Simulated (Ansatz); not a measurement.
## Relaxing PtSe₂

Level of theory: Ansatz 0.2.0, DFT PBE, scalar-relativistic, plane waves, PAW. Cutoff 420 eV, Γ-centred k mesh, Gaussian smearing, no spin polarisation in the final step.

PtSe₂ was placed on the CaCl2 structure type (Pnnm, No. 58), with Pt in place of Ca, Se in place of Cl, at a guessed volume.

```xyz
6
Lattice="5.9089 0.0000 0.0000 0.0000 6.0889 0.0000 0.0000 0.0000 3.9772" Properties=species:S:1:pos:R:3 pbc="T T T"
Pt    2.9545    3.0444    1.9886
Pt    0.0000    0.0000    0.0000
Se    1.3295    5.0233    1.9886
Se    4.2840    4.1100    0.0000
Se    4.5794    1.0656    1.9886
Se    1.6250    1.9789    0.0000
```

Steps on the 4×4×4 mesh (6 atoms). 7 of 7 steps are shown, and the free energy counts from the last. Trial steps that were taken back and renewals of the plane-wave basis can be among the rows.

```tsv
step	ΔF (meV/atom)	V (Å³/atom)	P (GPa)	largest force component (eV/Å)
1	166.4	23.85	-5.77	0.695
2	67.5	21.64	1.61	0.518
3	10.7	21.27	1.18	0.338
4	12.8	21.12	0.23	0.304
5	0.2	21.42	-0.45	0.043
6	-0.5	21.27	0.15	0.011
7	0.0	21.27	0.16	0.011
```

A final relaxation ran on a 8×6×10 mesh. The relaxed crystal, Pnnm (No. 58):

```
Pt Se
1.0
     5.49104    0.00000    0.00000
     0.00000    5.97287    0.00000
     0.00000    0.00000    3.91200
Pt Se
2 4
Direct
  0.50000 0.50000 0.50000
  0.00000 0.00000 0.00000
  0.26676 0.87685 0.50000
  0.76676 0.62315 0.00000
  0.73324 0.12315 0.50000
  0.23324 0.37685 0.00000
```

```
Volume per atom          : 21.38 Å³
Density                  : 9.14 g/cm³
Energy over the elements : -0.21 eV/atom
Gap on the 8×6×10 mesh   : 0 eV (a metal)
```

Energies over the elements count from the elements' standard structures at the same level, with no empirical corrections.

The final run used a 8×6×10 mesh on its 6-atom cell and 0.10 eV smearing. The k mesh leaves about 4 meV/atom of noise in metals. Spin–orbit coupling is left out.

A structure relaxed within its symmetry needn't be a true minimum.